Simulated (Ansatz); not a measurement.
# SiSe2 (Ibam): zero-pressure volume and bulk modulus with r²SCAN + rVV10

An exercise on one series of results from a longer session: the logs are not shown, and one member is left open.

Method: DFT r²SCAN + rVV10, scalar-relativistic, plane waves, PAW, in Ansatz 0.2.0.

2 further runs of the same task are left out: 1 that didn't finish, 1 set aside as unsound or not needed. Runs told in other sessions of the task aren't counted.

**The system as given**

Symmetry: Ibam, No. 72, orthorhombic system. Conventional cell: a = 5.955 Å, b = 9.707 Å, c = 5.864 Å, α = 90.00°, β = 90.00°, γ = 90.00°. Si (site symmetry 222) has 4 Se at 2.30 Å in its first shell of neighbours. Se (site symmetry m) has 2 Si at 2.30 Å in its first shell of neighbours.

Coordinates:

```cif
data_structure
_symmetry_space_group_name_H-M 'P 1'
_symmetry_Int_Tables_number 1
_cell_length_a 6.4047
_cell_length_b 6.4047
_cell_length_c 6.4047
_cell_angle_alpha 124.594
_cell_angle_beta 81.455
_cell_angle_gamma 125.509
_cell_volume 169.50
loop_
_atom_site_label
_atom_site_type_symbol
_atom_site_fract_x
_atom_site_fract_y
_atom_site_fract_z
_atom_site_occupancy
Si1 Si 0.25000 0.25000 0.00000 1
Si2 Si 0.75000 0.75000 0.00000 1
Se1 Se 0.12419 0.78295 0.90714 1
Se2 Se 0.87581 0.21705 0.09286 1
Se3 Se 0.62419 0.71705 0.34124 1
Se4 Se 0.37581 0.28295 0.65876 1
```

An earlier run on this cell at PBE gave 1.29 GPa at 28.249 Å³/atom (6×6×6 mesh), mesh gap 1.65 eV.

The first run:

The input, input.yaml:

```yaml
crystal:
  lattice:
    - [-2.9774983522, 4.8536281476, 2.932119648]
    - [2.9774983522, -4.8536281476, 2.932119648]
    - [2.9774983522, 4.8536281476, -2.932119648]
  atoms:
    - { symbol: Si, position: [0.25, 0.25, 0.0] }
    - { symbol: Si, position: [0.75, 0.75, 0.0] }
    - { symbol: Se, position: [0.1241880396, 0.7829475305, 0.9071355701] }
    - { symbol: Se, position: [0.8758119604, 0.2170524695, 0.0928644299] }
    - { symbol: Se, position: [0.6241880396, 0.7170524695, 0.3412405092] }
    - { symbol: Se, position: [0.3758119604, 0.2829475305, 0.6587594908] }
basis:
  ecutwfc: 500
  ecutrho_ratio: 4
kpoints:
  mp_grid: { grid: [6, 6, 6] }
hamiltonian:
  xc: r2scan
  dispersion: rvv10
scf:
  occupations: { method: gaussian, width: 0.05 }
output:
  forces: true
  stress: true
  eigenvalues: true
relax:
  f_tol: 0.02
  max_steps: 40
  cell: { stress_tol: 0.2, fix: [volume] }
```

Run with:

```
ansatz run input.yaml --threads 4 --pin off --max-ram 8192MiB --backend cpu --events-out ev --progress --plain --runs-dir out
```

Among the steps run: At the given cell; Stepping to 28.136 Å³/atom; Stepping to 28.070 Å³/atom; Volume × 0.98 of the new zero; Volume × 1.02 of the new zero; Volume × 0.96 of the new zero; Volume × 1.04 of the new zero.

One of the session's tables, all rows but one given; the rest of the session is left out.

It belongs to the step «Energy and pressure against volume». 

| volume (Å³/atom) | energy (meV/atom) | pressure (GPa) |
| --- | --- | --- |
| 26.947 | 1.60 | 0.52 |
| 27.509 | 0.31 | 0.22 |
| 28.070 | 0.00 | -0.01 |
| 28.632 | ? | ? |
| 29.193 | 1.64 | -0.40 |

Q: Estimate the row for volume (Å³/atom) = 28.632 from the others.

Worked estimate for «energy (meV/atom)». A straight line through the neighbours (28.070, 0.00) and (29.193, 1.64) gives 0.00 + (1.64 − 0.00) × (28.632 − 28.070) / (29.193 − 28.070) = 0.82; a parabola fitted to 3 rows on both sides gives 0.44.

The run gave: energy (meV/atom): 0.48; pressure (GPa): -0.23. In «energy (meV/atom)» the line misses by +0.34 and the parabola by -0.04.
